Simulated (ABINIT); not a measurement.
Crystal: Cu.

```
Cu
1.0
     0.00000    1.80750    1.80750
     1.80750    0.00000    1.80750
     1.80750    1.80750    0.00000
Cu
1
Cartesian
  0.0000 0.0000 0.0000
```

Base run:

```yaml
Program: ABINIT 10.8.3 (patched build)
Functional: r2SCAN
Potentials_or_basis: Ansatz NC r2SCAN
Cutoff: 1742 eV
k_mesh: 13 × 13 × 13
Occupations: fermi-dirac, width 0.05 eV
Spin: no spin polarisation
```

Its results: band gap on the k mesh none (metal or under the smearing width); pressure -5.0 GPa.

The run is repeated on the same cell with these changes: potentials or basis from Ansatz NC r2SCAN to SG15 NC PBE v1.2; cutoff from 1742 eV to 1306 eV. What comes out?

Band gap on the k mesh none (metal or under the smearing width); pressure -4.0 GPa.

Caveats: the potentials were made for another functional, which shifts forces and pressure (some runs).
